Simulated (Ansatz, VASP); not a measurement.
**One calculation of Al, two programs**

```
Al
1.0
     2.98631    0.00000    0.00000
    -1.49315    2.58622    0.00000
     0.00000    0.00000    9.58761
Al
4
Direct
  0.00000 0.00000 0.00000
  0.33333 0.66667 0.25000
  0.00000 0.00000 0.50000
  0.66667 0.33333 0.75000
```

Alike in both runs: task single point; functional PBE; k mesh 18 × 18 × 6; occupations gaussian, width 0.1 eV; no spin polarisation.

|  | VASP | Ansatz |
| --- | --- | --- |
| version | VASP 6.6.1 | Ansatz 0.2.0 |
| potentials or method | VASP PAW PBE potentials, release 64 (Al) | scalar-relativistic, plane waves, PAW |
| plane-wave cutoff (eV) | 520 | 420 |
| valence electrons in the cell | 12 | 12 |

```tsv
	VASP	Ansatz	Ansatz less VASP
gap on the k mesh at the Fermi level (eV)	none	none	-
pressure (GPa)	-6.7	-6.6	+0.02
largest component of the traceless stress (GPa)	0.96	0.97	+0.003
```

A gap of «none» marks a metal or a gap that the smearing closes.
